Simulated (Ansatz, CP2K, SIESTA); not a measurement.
La: programs and potentials compared

```
La
1.0
     3.75000    0.00000    0.00000
    -1.87500    3.24760    0.00000
     0.00000    0.00000    6.07000
La
2
Direct
  0.66667 0.33333 0.75000
  0.33333 0.66667 0.25000
```

This isn't the form of La at room conditions, which is double hcp.

Alike in all runs: task band structure; functional LDA; k mesh 8 × 8 × 5; occupations fermi-dirac, width 0.05 eV; no spin polarisation; no spin-orbit coupling. LDA stands for any of its common fits. Pressure is positive in compression and, in plane waves, holds the error of the finite cutoff.

| program and potentials | plane-wave cutoff (eV) | notes | pressure (GPa) |
| --- | --- | --- | --- |
| SIESTA, files PseudoDojo sr-pbe-0.4.1-standard, DZP (energy shift 0.003 Ry; two zetas on semicore shells) | - | atomic basis; potentials made for PBE | -0.54 |
| Ansatz, all-electron LAPW, scalar-relativistic | - | - | -2.77 |
| CP2K, GTH_POTENTIALS La GTH-PADE-q11; TZVP-MOLOPT-SR-GTH basis | - | atomic basis | -1.70 |

The pressure spans -2.77 (Ansatz, all-electron LAPW, scalar-relativistic) to -0.54 GPa (SIESTA, files PseudoDojo sr-pbe-0.4.1-standard, DZP (energy shift 0.003 Ry; two zetas on semicore shells)), with all-electron results at -2.77. Rows in atomic bases carry the error of their basis and grid, which can be large.

Differences between rows come from potentials, basis sets and numerical settings, since the functional is the same but for its coding. Runs on potential files found faulty are left out.
